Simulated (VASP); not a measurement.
# Pb (P6_3/mmc) in VASP: a series of runs, part 2 of 2

VASP 6.6.1. The steps go on from the part before.

**3. Relaxation of cell and atoms, PBE**

INCAR reads:

```
SYSTEM = Pb
PREC     = Accurate       ! precision mode
ENCUT    = 600            ! plane-wave cutoff, eV
EDIFF    = 1E-6           ! SCF threshold, eV
ISMEAR   = 0              ! smearing method
SIGMA    = 0.1            ! smearing width, eV
LREAL    = .FALSE.        ! projectors in reciprocal space
LASPH    = .TRUE.         ! aspherical terms in the spheres
NELM     = 100            ! most SCF steps
ALGO     = Fast           ! electronic algorithm
ISIF     = 3              ! what is computed and relaxed
LWAVE    = .FALSE.        ! write WAVECAR
LCHARG   = .FALSE.        ! write CHGCAR
GGA      = PE             ! functional
IBRION   = 2              ! ionic algorithm
NSW      = 70             ! ionic steps
EDIFFG   = -0.005         ! ionic threshold
```

KPOINTS reads:

```
Automatic mesh
0
G
  15 15 8
  0 0 0
```

POSCAR reads:

```
Pb
1.0
    3.4894605504      0.0000000000      0.0000000000
   -1.7447302752      3.0219614822      0.0000000000
    0.0000000000      0.0000000000      5.7527048411
Pb
2
Direct
    0.3333333333      0.6666666667      0.2500000000
    0.6666666667      0.3333333333      0.7500000000
```

Potentials or basis: VASP PAW PBE potentials, release 64 (Pb_d).

Launch:

```bash
$ cat potpaw_PBE.64/Pb_d/POTCAR > POTCAR
$ mpirun -np 1 vasp_std > vasp.out
```

OUTCAR:

```text
SYSTEM = Pb
   PREC = Accurate
   ENCUT = 600
   EDIFF = 1E-6
   ISMEAR = 0
   LREAL = .FALSE.
   LASPH = .TRUE.
   NELM = 100
   ISIF = 3
   GGA = PE
   IBRION = 2
   NSW = 70
   EDIFFG = -0.005

 ion  position               nearest neighbor table
   1  0.333  0.667  0.250-   2 3.51   2 3.51   2 3.51   2 3.51   2 3.51   2 3.51
   2  0.667  0.333  0.750-   1 3.51   1 3.51   1 3.51   1 3.51   1 3.51   1 3.51

  LATTYP: Found a hexagonal cell.
 ALAT       =     3.4894605504
 C/A-ratio  =     1.6485943194

  Lattice vectors:

 A1 = (   3.4894605504,   0.0000000000,   0.0000000000)
 A2 = (  -1.7447302752,   3.0219614822,   0.0000000000)
 A3 = (   0.0000000000,   0.0000000000,   5.7527048411)

Analysis of symmetry for initial positions (statically):
=====================================================================
 Subroutine PRICEL returns:
 Original cell was already a primitive cell.

 Routine SETGRP: Setting up the symmetry group for a
 hexagonal supercell.

 Subroutine GETGRP returns: Found 24 space group operations
 (whereof 12 operations were pure point group operations)
 out of a pool of 24 trial point group operations.

The static configuration has the point symmetry D_3d.
 The point group associated with its full space group is D_6h.

Analysis of symmetry for dynamics (positions and initial velocities):
=====================================================================
 Subroutine PRICEL returns:
 Original cell was already a primitive cell.

 Routine SETGRP: Setting up the symmetry group for a
 hexagonal supercell.

 Subroutine GETGRP returns: Found 24 space group operations
 (whereof 12 operations were pure point group operations)
 out of a pool of 24 trial point group operations.

The dynamic configuration has the point symmetry D_3d.
 The point group associated with its full space group is D_6h.

 Subroutine INISYM returns: Found 24 space group operations
 (whereof 12 operations are pure point group operations),
 and found     1 'primitive' translations

----------------------------------------------------------------------------------------

                                     Primitive cell

  volume of cell :      60.6624

  direct lattice vectors                    reciprocal lattice vectors
     3.489460550  0.000000000  0.000000000     0.286577248  0.165455451  0.000000000
    -1.744730275  3.021961482  0.000000000     0.000000000  0.330910902  0.000000000
     0.000000000  0.000000000  5.752704841     0.000000000  0.000000000  0.173831272

  length of vectors
     3.489460550  3.489460550  5.752704841     0.330910902  0.330910902  0.173831272

  position of ions in fractional coordinates (direct lattice)
     0.333333333  0.666666667  0.250000000
     0.666666667  0.333333333  0.750000000

  ion indices of the primitive-cell ions
   primitive index   ion index
                 1           1
                 2           2

----------------------------------------------------------------------------------------

 KPOINTS: Automatic mesh

Automatic generation of k-mesh.
 Grid dimensions read from file:
 generate k-points for:   15   15    8

 Generating k-lattice:

  Cartesian coordinates                     Fractional coordinates (reciprocal lattice)
     0.019105150  0.011030363  0.000000000     0.066666667 -0.000000000  0.000000000
     0.000000000  0.022060727  0.000000000     0.000000000  0.066666667  0.000000000
     0.000000000  0.000000000  0.021728909     0.000000000  0.000000000  0.125000000

  Length of vectors
     0.022060727  0.022060727  0.021728909

  Shift w.r.t. Gamma in fractional coordinates (k-lattice)
     0.000000000  0.000000000  0.000000000

 Subroutine IBZKPT returns following result:
 ===========================================

 Found    135 irreducible k-points:

 Following reciprocal coordinates:
            Coordinates               Weight
  0.000000  0.000000  0.000000      1.000000
  0.066667 -0.000000  0.000000      6.000000
  0.133333  0.000000  0.000000      6.000000
  0.200000  0.000000  0.000000      6.000000
  0.266667  0.000000  0.000000      6.000000
  0.333333 -0.000000  0.000000      6.000000
[... 16 lines left out ...]
  0.333333  0.200000  0.000000     12.000000
  0.400000  0.200000  0.000000      6.000000
 [... further k-points ...]
   k-points           NKPTS =    135   k-points in BZ     NKDIM =    135   number of bands    NBANDS=     18
   number of dos      NEDOS =    301   number of ions     NIONS =      2
   total plane-waves  NPLWV =  37632
   dimension x,y,z NGX =    28 NGY =   28 NGZ =   48
   dimension x,y,z NGXF=    56 NGYF=   56 NGZF=   96
   ions per type =               2
   NGX,Y,Z   is equivalent  to a cutoff of  13.34, 13.34, 13.87 a.u.
   NGXF,Y,Z  is equivalent  to a cutoff of  26.68, 26.68, 27.74 a.u.
 SYSTEM =  Pb
   PREC   = accura    normal or accurate (medium, high low for compatibility)
   ISTART =      0    job   : 0-new  1-cont  2-samecut
   ICHARG =      2    charge: 1-file 2-atom 10-const
   ISPIN  =      1    spin polarized calculation?
   LNONCOLLINEAR =      F non collinear calculations
   LSORBIT =      F    spin-orbit coupling
   LASPH  =      T    aspherical Exc in radial PAW
   ENCUT  =  600.0 eV  44.10 Ry    6.64 a.u.   6.97  6.97 11.49*2*pi/ulx,y,z
   NELM   =    100;   NELMIN=  2; NELMDL= -5     # of ELM steps
   EDIFF  = 0.1E-05   stopping-criterion for ELM
   LREAL  =      F    real-space projection
   EDIFFG = -.5E-02   stopping-criterion for IOM
   NSW    =     70    number of steps for IOM
   IBRION =      2    ionic relax: 0-MD 1-quasi-New 2-CG
   NFREE  =      1    steps in history (QN), initial steepest desc. (CG)
   ISIF   =      3    stress and relaxation
   ISYM   =      2    0-nonsym 1-usesym 2-fastsym
   POTIM  = 0.5000    time-step for ionic-motion
   TEBEG  =    0.0;   TEEND  =   0.0 temperature during run
   PSTRESS=    0.0 pullay stress
   NELECT =      28.0000    total number of electrons
   NUPDOWN=      -1.0000    fix difference up-down
   EMIN   =  10.00;   EMAX   =-10.00  energy-range for DOS
   EFERMI =   0.00;   METHOD = LEGACY
   ISMEAR =     0;   SIGMA  =   0.10  broadening in eV -4-tet -1-fermi 0-gaus
   EFERMI_NEDOS =   21; number of points for ismear=-14 and -15
   IALGO  =     68    algorithm
   IMIX   =      4    mixing-type and parameters
     AMIX     =   0.40;   BMIX     =  1.00
     AMIX_MAG =   1.60;   BMIX_MAG =  1.00
  volume/ion in A,a.u.               =      30.33       204.68
  Fermi-wavevector in a.u.,A,eV,Ry     =   1.265186  2.390855 21.778789  1.600696
  Thomas-Fermi vector in A             =   2.398452
   LORBIT       =      0    0 simple, 1 ext, 2 COOP (PROOUT), +10 PAW based schemes
   GGA     = PE    functional components
   LHFCALC =     F    Hartree Fock is set to
   AEXX    =    0.0000 exact exchange contribution
   IVDW    =     0    specifies the selected vdW correction
   LEPSILON=     F    determine dielectric tensor
   LRPA    =     F    only Hartree local field effects (RPA)
 conjugate gradient relaxation of ions
 non-spin polarized calculation
 RMM-DIIS sequential band-by-band and
 Gauss-broadening in eV      SIGMA  =   0.10
  energy-cutoff  :      600.00
  volume of cell :       60.66
 maximum number of plane-waves:      2049
 NGX is ok and might be reduce to    28
   NGX = 13   NGY = 13   NGZ = 23

--------------------------------------- Ionic step        1  -------------------------------------------

 number of electron      28.0000003 magnetization

 Free energy of the ion-electron system (eV)
  ---------------------------------------------------
  ext. energy  EPLUGINS =         0.00000000
  ---------------------------------------------------
  free energy    TOTEN  =        -7.09025413 eV

  energy without entropy =       -7.08711942  energy(sigma->0) =       -7.08868677

 E-fermi :   7.2377     XC(G=0): -10.1854

 val. band max:        7.1951743458   @ k =   0.3333  -0.0000   0.2500
 cond. band min:       7.2803270145   @ k =   0.2667   0.1333   0.1250
 fundamental gap:      0.0851526687
 Fermi energy:         7.2377330601

 k-point     1 :       0.0000    0.0000    0.0000
  band No.  band energies     occupation
      1      -9.8307      2.00000
      2      -9.8066      2.00000
      3      -9.7824      2.00000
      4      -9.7824      2.00000
      5      -9.7623      2.00000
      6      -9.7623      2.00000
[... 10 lines left out ...]
     17      14.6925      0.00000
     18      14.6934      0.00000
[... 624 lines left out ...]
  energy  without entropy=       -7.1060460140  energy(sigma->0) =       -7.10793480

--------------------------------------- Ionic step        5  -------------------------------------------

 number of electron      27.9999997 magnetization

 Free energy of the ion-electron system (eV)
  ---------------------------------------------------
  ext. energy  EPLUGINS =         0.00000000
  ---------------------------------------------------
  free energy    TOTEN  =        -7.10983935 eV

  energy without entropy =       -7.10607228  energy(sigma->0) =       -7.10795581

 E-fermi :   6.7061     XC(G=0):  -9.9546

 val. band max:        6.6949495488   @ k =   0.3333  -0.0000   0.2500
 cond. band min:       6.7120766184   @ k =   0.2667   0.1333   0.1250
 fundamental gap:      0.0171270696
 Fermi energy:         6.7061084933

 k-point     1 :       0.0000    0.0000    0.0000
  band No.  band energies     occupation
      1     -10.3209      2.00000
      2     -10.3063      2.00000
      3     -10.2839      2.00000
      4     -10.2839      2.00000
      5     -10.2670      2.00000
      6     -10.2670      2.00000
[... 10 lines left out ...]
     17      13.7803      0.00000
     18      13.7803      0.00000
[... 512 lines left out ...]
  FREE ENERGIE OF THE ION-ELECTRON SYSTEM (eV)
  ---------------------------------------------------
  free  energy   TOTEN  =        -7.1098393474 eV

  energy  without entropy=       -7.1060722772  energy(sigma->0) =       -7.10795581

 reached required accuracy - stopping structural energy minimisation
```

It took 3.3 min on 1 thread of Intel Xeon 6975P-C (Granite Rapids), shared host; peak memory 0.29 GiB.

Results:

```
Free energy                            : -7.1098 eV
Relaxed volume                         : 31.84 Å³/atom
Relaxed cell                           : a = 3.546 Å, b = 3.546 Å, c = 5.846 Å, α = 90.00°, β = 90.00°, γ = 120.00°
Space group after relaxing (to 0.05 Å) : P6_3/mmc (No. 194)
Energy gained by relaxing              : 9.8 meV/atom
Ionic steps                            : 5
Pressure after relaxing                : 0.0 GPa
Band gap on the k mesh                 : none (metal or under the smearing width)
```

The path:
| step | energy change (eV) | largest force (eV/Å) | pressure (GPa) | volume (Å³) |
| --- | --- | --- | --- | --- |
| 1 | 0.0000 | 0.0000 | 2.26 | 60.66 |
| 2 | -0.0182 | 0.0000 | -0.54 | 64.50 |
| 3 | -0.0196 | 0.0000 | 0.10 | 63.61 |
| 4 | -0.0196 | 0.0000 | -0.03 | 63.74 |
| 5 | -0.0196 | 0.0000 | 0.00 | 63.68 |

Final structure:
```
CELL_PARAMETERS angstrom
3.54647 0.00000 0.00000
-1.77324 3.07134 0.00000
0.00000 0.00000 5.84636
ATOMIC_POSITIONS crystal
Pb 0.33333 0.66667 0.25000
Pb 0.66667 0.33333 0.75000
```

The run has no spin-orbit coupling, so splittings on Pb are missing. Zero-point motion and thermal expansion aren't in these numbers.
